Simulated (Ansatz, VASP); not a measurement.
# InP (InP(110)): VASP beside Ansatz, part 2 of 3

Wanted: the spread between two codes on one cell, functional and k mesh.  The structure shown is the end of the VASP relaxation below.

VASP 6.6.1 and Ansatz 0.2.0.

So far: The structure; VASP: relaxation, PBE.

## 3. Ansatz: single point, PBE

Level of this step: Ansatz beside VASP: Kohn-Sham DFT, plane waves, PBE (Ansatz).

Ansatz runs on its default PAW (the set named soft_2) files.

The same cell, functional, mesh and smearing now go to Ansatz, which takes its cutoff from its data sets.

Input file input.yaml:

```yaml
crystal:
  lattice:
    - [4.28420128, 0.0, 0.0]
    - [0.0, 6.05877555, 0.0]
    - [0.0, 0.0, 32.86370275]
  atoms:
    - { symbol: In, position: [0.0, 0.05732596, 0.25732291] }
    - { symbol: In, position: [0.5, 0.48719955, 0.30405812] }
    - { symbol: In, position: [0.0, 0.99201565, 0.37252426] }
    - { symbol: In, position: [0.5, 0.49144552, 0.43513894] }
    - { symbol: In, position: [0.0, 0.99476017, 0.5] }
    - { symbol: In, position: [0.5, 0.49144552, 0.56486106] }
    - { symbol: In, position: [0.0, 0.99201565, 0.62747574] }
    - { symbol: In, position: [0.5, 0.48719955, 0.69594188] }
    - { symbol: In, position: [0.0, 0.05732596, 0.74267709] }
    - { symbol: P, position: [0.0, 0.73467729, 0.30814872] }
    - { symbol: P, position: [0.5, 0.26235861, 0.23629405] }
    - { symbol: P, position: [0.0, 0.73946217, 0.43621305] }
    - { symbol: P, position: [0.5, 0.24169932, 0.37044194] }
    - { symbol: P, position: [0.0, 0.73946217, 0.56378695] }
    - { symbol: P, position: [0.5, 0.24287166, 0.5] }
    - { symbol: P, position: [0.0, 0.73467729, 0.69185128] }
    - { symbol: P, position: [0.5, 0.24169932, 0.62955806] }
    - { symbol: P, position: [0.5, 0.26235861, 0.76370595] }
hamiltonian:
  xc: pbe
  pseudopotentials: { kind: paw }
kpoints:
  mp_grid: { grid: [6, 4, 1] }
scf:
  occupations: { method: gaussian, width: 0.03 }
  n_extra_bands: 8
efield:
  axis: 3
  dipole_correction: true
  ramp_width: 0.04
output:
  forces: true
  eigenvalues: true
```

Run with:

```
ansatz run input.yaml --threads 8 --pin off --max-ram 18432MiB --backend cpu --events-out ev --progress --plain --runs-dir out
```

Numbers of over 12 decimals in the logs are rounded to 6 here.

What it wrote:

```text
scf.n_extra_bands = 8 over 81 filled bands (N_el = 162.0): the run solves 89 bands
Engine: ansatz 0.2.0, aarch64-unknown-linux-gnu
Pseudopotentials: kind: paw
Pseudopotential: In, paw, valence charge 13, recommended cutoff 420 eV (normal), In.paw.azcp
Pseudopotential: P, paw, valence charge 5, recommended cutoff 420 eV (normal), P.paw.azcp
Functional definition: PBE
  parameter kappa = 0.804
  parameter beta = 0.066725
  exchange = pbe_x(kappa = kappa, mu = beta*pi^2/3)
  correlation = pbe_c(beta = beta)
Crystal: 18 atoms, lattice volume = 853.044 Å³
Basis set: ecut = 420 eV, 16679 PW (Γ), exchange–correlation on 60×90×450 points (8 copies of the dense FFT grid, shifted against one another)
Bands: 89, of which v1, the nominal top of the filled ones, is band 81 counted from 1 (80 counted from 0)
Symmetry: 2 space group operations
k-points: 12 of 24 (time reversal used)
Non-local potential: In, projectors of the file, l = 0: 2, l = 1: 2, l = 2: 2, l = 3: 2
Non-local potential: P, projectors of the file, l = 0: 2, l = 1: 2, l = 2: 2
PAW form: soft (Blöchl's): semilocal exchange-correlation on the pseudo side does not see the compensation charge
PAW one-centre angular grid: In, 590 points (default); XC on 64 Gauss nodes
PAW one-centre angular grid: P, 110 points (default); XC on 64 Gauss nodes
Initial density: superposition of atomic densities (neutral atoms: chi_scale 0, normalization atom), corrected by the library's trained network
Initial wavefunctions: pseudopotential atomic-orbital guess
Functional: x = pbe(κ = 0.804, μ = 0.219515), c = pbe(β = 0.066725)
SCF iter   1: F=—  HF=-57184.072703 eV  |F-HF|=—  |Δ(HF+E_count)|=         —  Δρ=1.60e-3  dr2=8.13e-2  ethr=1.77e-3  p=0.000 e·Å  D=6.05e-14 V/Å  ΔV_dip=-0.00 eV  dr2_dipole=2.19e-8  V_vac-E_F(+/−)=4.87/4.87 eV  ⟨swp⟩=8.4  Hψ=5180  notcnv=0
efield: sawtooth ramp at fractional position 0.9800 (placed from the atoms, in the widest stretch of the axis that holds none; the zero of the levels goes with the place), width 0.0400; the density the first Hamiltonian is built on has a dipole p = 0.000 e·Å; the dipole correction subtracts the counter field D = 6.05e-14 V/Å, which shifts the + side's vacuum level by -0.00 eV against the − side's; the planar-averaged density in the ramp window peaks in size at 9.9e-6 e/Å³
preconditioner: auto → Resta (q_TF=auto, 2.068 Å⁻¹)  ε∞=2.8  [insulator: Δε(μ)=0.690 eV  Ē_g=11.964 eV  σ=0.030 eV  W_gap=1.00  n_scr=132 (ndim 8)  ℏωp=16.2 eV  f_vac=0.408  D(μ)=0.00/eV (n_scr^D=0)  ε∞_Penn≈2.8  vacuum switching on, ρ_ref=1.0e-2 e/Å³]
SCF iter   2: F=—  HF=-57184.067230 eV  |F-HF|=—  |Δ(HF+E_count)|=   5.47e-3  Δρ=8.91e-4  dr2=5.36e-2  ethr=5.02e-5  p=0.000 e·Å  D=2.24e-5 V/Å  ΔV_dip=-0.00 eV  dr2_dipole=9.14e-8  V_vac-E_F(+/−)=5.02/5.03 eV  ⟨swp⟩=3.7  Hψ=2436  notcnv=0  defer=25
SCF iter   3: F=—  HF=-57184.062876 eV  |F-HF|=—  |Δ(HF+E_count)|=   4.35e-3  Δρ=5.02e-4  dr2=5.36e-3  ethr=3.31e-5  p=-0.000 e·Å  D=-4.58e-6 V/Å  ΔV_dip=0.00 eV  dr2_dipole=1.16e-8  V_vac-E_F(+/−)=4.89/4.89 eV  ⟨swp⟩=2.9  Hψ=1346  notcnv=0  defer=25
SCF iter   4: F=—  HF=-57184.063633 eV  |F-HF|=—  |Δ(HF+E_count)|=   7.57e-4  Δρ=1.96e-4  dr2=7.94e-4  ethr=3.31e-6  p=0.000 e·Å  D=6.81e-6 V/Å  ΔV_dip=-0.00 eV  dr2_dipole=2.62e-8  V_vac-E_F(+/−)=4.88/4.88 eV  ⟨swp⟩=2.0  Hψ=1285  notcnv=0  defer=25
SCF iter   5: F=—  HF=-57184.063901 eV  |F-HF|=—  |Δ(HF+E_count)|=   2.68e-4  Δρ=8.22e-5  dr2=1.87e-4  ethr=4.90e-7  p=-0.000 e·Å  D=-1.69e-5 V/Å  ΔV_dip=0.00 eV  dr2_dipole=1.18e-7  V_vac-E_F(+/−)=4.87/4.87 eV  ⟨swp⟩=2.1  Hψ=1487  notcnv=0  defer=25
SCF iter   6: F=—  HF=-57184.063950 eV  |F-HF|=—  |Δ(HF+E_count)|=   4.97e-5  Δρ=2.92e-5  dr2=1.18e-5  ethr=1.16e-7  p=0.000 e·Å  D=2.49e-5 V/Å  ΔV_dip=-0.00 eV  dr2_dipole=2.32e-7  V_vac-E_F(+/−)=4.87/4.87 eV  ⟨swp⟩=2.2  Hψ=1429  notcnv=0  defer=25
SCF iter   7: F=—  HF=-57184.063753 eV  |F-HF|=—  |Δ(HF+E_count)|=   1.97e-4  Δρ=1.02e-5  dr2=3.21e-6  ethr=7.29e-9  p=-0.000 e·Å  D=-7.82e-5 V/Å  ΔV_dip=0.00 eV  dr2_dipole=2.14e-6  V_vac-E_F(+/−)=4.87/4.87 eV  ⟨swp⟩=2.8  Hψ=2027  notcnv=0  defer=25
SCF iter   8: F=—  HF=-57184.063755 eV  |F-HF|=—  |Δ(HF+E_count)|=   1.78e-6  Δρ=5.96e-6  dr2=3.04e-6  ethr=1.98e-9  p=0.000 e·Å  D=9.52e-5 V/Å  ΔV_dip=-0.00 eV  dr2_dipole=3.08e-6  V_vac-E_F(+/−)=4.87/4.87 eV  ⟨swp⟩=2.0  Hψ=1409  notcnv=0  defer=25
SCF iter   9: F=—  HF=-57184.063755 eV  |F-HF|=—  |Δ(HF+E_count)|=   7.38e-8  Δρ=3.01e-6  dr2=5.13e-7  ethr=1.88e-9  p=0.000 e·Å  D=3.48e-5 V/Å  ΔV_dip=-0.00 eV  dr2_dipole=4.22e-7  V_vac-E_F(+/−)=4.87/4.87 eV  ⟨swp⟩=2.0  Hψ=1223  notcnv=0  defer=25
SCF iter  10: F=-57184.063755 eV  HF=-57184.063755 eV  |F-HF|=4.65e-8  |Δ(HF+E_count)|=   5.60e-8  Δρ=1.02e-6  dr2=3.92e-8  ethr=6.17e-11  p=0.000 e·Å  D=1.05e-5 V/Å  ΔV_dip=-0.00 eV  dr2_dipole=3.47e-8  V_vac-E_F(+/−)=4.87/4.87 eV  ⟨swp⟩=11.1  Hψ=5246  notcnv=0
SCF 1 converged in 10 iterations: F = -57184.063755 eV  dr2 = 3.92e-8
  greatest PAW one-centre occupation: 0.982 electrons in one spin orbital (limit 2), on the In atom at site 8 (counted from 0), in its partial waves of l = 2
SCF converged after 10 iterations
Free energy (F): -57184.063755 eV
Harris-Foulkes:  -57184.063755 eV  (|F-HF|=4.65e-8)
Internal energy: -57184.063755 eV  (E = F + TS)
E sigma→0 (E₀):  -57184.063755 eV
Fermi energy:    1.593074 eV
Dipole field:    D = -0.000111 V/Å  (p = -0.000523 e·Å, saw-weighted, corrected)
Work function:   Φ+ = 4.8713 eV   Φ− = 4.8676 eV
Levels:          The Fermi level and band energies are counted from a zero that moves with the ramp; work functions are not
--- Per-component energies (eV) ---
  E_band       = -1363.411251
  E_kinetic    = 2795.496340
  E_local      = -106495.504723  (includes V_loc(G=0)·N_el)
  E_nonlocal   = 3609.841725
  E_hartree    = 51477.450684
  E_xc         = -2478.033719
  E_vxc        = -1423.118703  (∫ρ·V_xc dr)
  E_paw        = -42522.720727  (= ΣΔE_a)
  E_vpaw       = -2805.030686  (= ΣTr[D̂ρ^β])
  E_aug_tail   = 0.000255  (compensation charges beyond the density's cutoff)
  E_efield     = 0.000000  (sawtooth field / dipole correction)
  E_vefield    = 0.000000  (∫n·V_field dr)
  E_ewald      = 36429.406410
  E_smearing   = -0.000000  (= −TS)
  E_closure    = -0.000000  (closes the sum)
  Σ components = -57184.063755   (vs F -57184.063755, Δ=0.00e0)
--- Forces (eV/Å), atoms counted from 1 ---
  atom   1  In     0.00000000     0.02102759     0.00747398
  atom   2  In     0.00000000     0.02522899     0.02186747
  atom   3  In     0.00000000    -0.00583352     0.01000311
  atom   4  In     0.00000000    -0.00632438    -0.00828136
  atom   5  In     0.00000000    -0.00737345    -0.00003750
  atom   6  In     0.00000000    -0.00631709     0.00820049
  atom   7  In     0.00000000    -0.00582896    -0.01008936
  atom   8  In     0.00000000     0.02521871    -0.02194380
  atom   9  In     0.00000000     0.02097982    -0.00749439
  atom  10  P      0.00000000     0.03466982    -0.02767051
  atom  11  P      0.00000000    -0.04945570     0.17005774
  atom  12  P      0.00000000     0.00513957    -0.01301318
  atom  13  P      0.00000000     0.00117673     0.03709927
  atom  14  P      0.00000000     0.00513680     0.01310164
  atom  15  P      0.00000000    -0.04382265     0.00004367
  atom  16  P      0.00000000     0.03467718     0.02777513
  atom  17  P      0.00000000     0.00117651    -0.03698392
  atom  18  P      0.00000000    -0.04947135    -0.17002532
  max |Σ_I F_I| component: 8.31e-5 eV/Å
--- Band table (eV; the first three rows and the last of 12) ---
  k-point 0: bands = [... 77 lower, 1.1026, 1.1273, 1.1477, 1.2221, 1.9640, 2.5908, 3.0536, 3.1582, ... 4 higher]
  k-point 1: bands = [... 77 lower, 0.8002, 0.8005, 0.9302, 0.9630, 2.7757, 2.8078, 2.9658, 2.9787, ... 4 higher]
  k-point 2: bands = [... 77 lower, 0.4087, 0.4428, 0.6532, 0.6581, 2.5760, 2.6405, 2.8753, 2.9485, ... 4 higher]
  k-point 11: bands = [... 77 lower, 0.2694, 0.3632, 0.6233, 0.7426, 2.5724, 2.9914, 3.0161, 3.8089, ... 4 higher]
```

Wall time 34 s (8 threads of Arm Neoverse N1, shared host); peak memory 3.1 GiB.

In the SCF lines HF is the Harris–Foulkes energy and dr2 the Hartree energy of the density residual, in eV; the loop may stop once dr2 is under the threshold and the program's other checks hold. Hψ counts applications of the Hamiltonian.

## 4. Comparison

Known differences besides the PAW data sets themselves: the data sets hold 162 valence electrons in Ansatz (default PAW (the set named soft_2) files) and 72 in VASP; the cutoff is 420 eV in Ansatz and 320 eV in VASP (PREC = Normal, projectors in real space); VASP leaves aspherical gradient terms in its spheres out (LASPH is not set), Ansatz keeps them. Total energies have different zeros and are not compared.

Compared:

```tsv
quantity	Ansatz	VASP	difference
gap on the k mesh (eV)	0.742	0.777	-0.035
```

At this near-relaxed geometry the largest component of a force difference is 144 meV/Å.

## 5. Further runs

The difference is large enough to ask for its cause, so further runs change the set-up of one program at a time, as the table lists.

```tsv
run	r.m.s. force difference (meV/Å)
as above	33
Ansatz's larger PAW set (cutoff 620 eV)	33
norm-conserving potentials (cutoff 952 eV)	31
```

## 6. VASP: band structure, PBE

The same path points are solved in both programs, so levels can be compared one by one.

Input file INCAR:

```
SYSTEM = InP
PREC = Normal
ENCUT = 320
EDIFF = 1E-06
NELM = 120
ISMEAR = 0
SIGMA = 0.03
LREAL = Auto
ALGO = Fast
GGA = PE
NBANDS = 54
LORBIT = 11
LWAVE = .FALSE.
LCHARG = .TRUE.
KPAR = 2
IDIPOL = 3
LDIPOL = .TRUE.
DIPOL = 0.5 0.5 0.5
LVHAR = .TRUE.
LVACPOTAV = .TRUE.
NEDOS = 1500
```

Input file POSCAR:

```
InP
1.0
    4.2842012783      0.0000000000      0.0000000000
    0.0000000000      6.0587755518      0.0000000000
    0.0000000000      0.0000000000     32.8637027480
In P
9 9
Direct
    0.0000000000      0.0573259629      0.2573229051
    0.5000000000      0.4871995496      0.3040581189
    0.0000000000      0.9920156550      0.3725242606
    0.5000000000      0.4914455226      0.4351389377
    0.0000000000      0.9947601723      0.5000000000
    0.5000000000      0.4914455226      0.5648610623
    0.0000000000      0.9920156550      0.6274757394
    0.5000000000      0.4871995496      0.6959418811
    0.0000000000      0.0573259629      0.7426770949
    0.0000000000      0.7346772939      0.3081487243
    0.5000000000      0.2623586077      0.2362940515
    0.0000000000      0.7394621723      0.4362130472
    0.5000000000      0.2416993182      0.3704419390
    0.0000000000      0.7394621723      0.5637869528
    0.5000000000      0.2428716633      0.5000000000
    0.0000000000      0.7346772939      0.6918512757
    0.5000000000      0.2416993182      0.6295580610
    0.5000000000      0.2623586077      0.7637059485
```

Input file KPOINTS:

```
Automatic mesh
0
Gamma
6 4 1
0 0 0
```

Input file KPOINTS_OPT:

```
Line mode
14
Line-mode
Reciprocal
  0.00000000   0.00000000   0.00000000 GAMMA
  0.50000000   0.00000000   0.00000000 X

  0.50000000   0.00000000   0.00000000 X
  0.50000000   0.50000000   0.00000000 S

  0.50000000   0.50000000   0.00000000 S
  0.00000000   0.50000000   0.00000000 Y

  0.00000000   0.50000000   0.00000000 Y
  0.00000000   0.00000000   0.00000000 GAMMA

  0.00000000   0.00000000   0.00000000 GAMMA
  0.50000000   0.50000000   0.00000000 S
```

The projector-augmented-wave data sets are In and P (PBE family, release 64).

Run with:

```
mpirun -np 4 vasp_std
```

What it wrote:

```text
[banner, memory and clock lines left out]
running    4 mpi-ranks, on    1 nodes
[...]
LDA part: xc-table for (Slater+PW92), standard interpolation
 POSCAR, INCAR and KPOINTS ok, starting setup
[...]
entering main loop
       N       E                     dE             d eps       ncg     rms          rms(c)
DAV:   1     0.299090352133E+03    0.29909E+03   -0.17741E+04  1312   0.671E+02
DAV:   2    -0.365795384193E+02   -0.33567E+03   -0.32320E+03  1698   0.145E+02
DAV:   3    -0.754468449038E+02   -0.38867E+02   -0.38380E+02  1592   0.508E+01
DAV:   4    -0.771967527608E+02   -0.17499E+01   -0.17436E+01  1792   0.125E+01
[...]
RMM:  21    -0.732166592480E+02    0.81297E-05   -0.33685E-04  2523   0.332E-02    0.696E-02
RMM:  22    -0.732166618957E+02   -0.26477E-05   -0.43405E-06  1544   0.527E-03    0.568E-02
RMM:  23    -0.732166620163E+02   -0.12056E-06   -0.23016E-06  1232   0.421E-03
|                                                                             |
[...]
|     workfunction values.                                                    |
|                                                                             |

   1 F= -.73216662E+02 E0= -.73216662E+02  d E =-.126152E-11
 Start KPOINTS_OPT (optional k-point list driver)
k-point batch [1-12\70]
       N       E                     dE             ncg
DAV:   1     0.309819762869E+03   -0.62864E+04     1296
DAV:   2    -0.354916969096E+04   -0.38590E+04     1694
DAV:   3    -0.399417868396E+04   -0.44501E+03     1576
DAV:   4    -0.401389916058E+04   -0.19720E+02     1832
[...]
DAV:   8    -0.401447699995E+04   -0.72573E-04     1800
DAV:   9    -0.401447700316E+04   -0.32053E-05     1384
DAV:  10    -0.401447700336E+04   -0.19826E-06     1024
[...]
k-point batch [61-70\70]
       N       E                     dE             ncg
DAV:   1     0.376091557446E+03   -0.11186E+05     1080
DAV:   2    -0.282693973361E+04   -0.32030E+04     1450
DAV:   3    -0.317979490479E+04   -0.35286E+03     1328
DAV:   4    -0.319459138722E+04   -0.14796E+02     1496
[...]
DAV:   8    -0.319509051348E+04   -0.61326E-04     1504
DAV:   9    -0.319509051582E+04   -0.23462E-05     1116
DAV:  10    -0.319509051598E+04   -0.15903E-06     1000
```

OUTCAR, selected parts (step 6):

```text
  Total       -5.7325996     -3.3921851     -0.4779547      0.0000000      0.0000000      0.0000000
  in kB      -10.7669071     -6.3711657     -0.8976894      0.0000000      0.0000000      0.0000000
  external PRESSURE =      -6.0119207 kB  Pullay stress =       0.0000000 kB

 POSITION                                       TOTAL-FORCE (eV/Angst)
 -----------------------------------------------------------------------------------
      0.00000      0.34733      8.45658        -0.000000     -0.001208      0.002835
      2.14210      2.95183      9.99248         0.000000      0.010660      0.013771
      0.00000      6.01040     12.24253        -0.000000      0.008709      0.010651
      2.14210      2.97756     14.30028        -0.000000     -0.000678     -0.005786
      0.00000      6.02703     16.43185        -0.000000     -0.001039      0.000000
      2.14210      2.97756     18.56343        -0.000000     -0.000678      0.005786
      0.00000      6.01040     20.62118        -0.000000      0.008709     -0.010651
      2.14210      2.95183     22.87123         0.000000      0.010660     -0.013771
      0.00000      0.34733     24.40712        -0.000000     -0.001208     -0.002835
      0.00000      4.45124     10.12691        -0.000000     -0.009250     -0.002731
      2.14210      1.58957      7.76550        -0.000000      0.013559      0.025361
      0.00000      4.48024     14.33558        -0.000000     -0.000579     -0.010403
      2.14210      1.46440     12.17409        -0.000000     -0.011336      0.006044
      0.00000      4.48024     18.52813        -0.000000     -0.000579      0.010403
[...]
-----------------------------------------------------------------------------------
    total drift:                                0.000000      0.001145      0.000002

  FREE ENERGIE OF THE ION-ELECTRON SYSTEM (eV)
  ---------------------------------------------------
  free  energy   TOTEN  =       -73.2166620163 eV

  energy  without entropy=      -73.2166620163  energy(sigma->0) =      -73.21666202

[... 2 parts as in an earlier step ...]

[... 1 further part left out ...]
[key lines of the parts left out:]
E-fermi :  -0.3150
```

(Continued in part 3 of 3.)

[Lines on the potential files, build, host, timing and source positions are cut from VASP's logs without a mark.]

[Logs are printed without paths, hosts, clocks, repeated set-up lines and the standing remarks that a program may print on its own settings, such as how far it seeks lower states.]

[Hosts, paths, dates, database ids (printed as entryN), source tags and the programs' standing remarks are cut or masked in the printed files.]
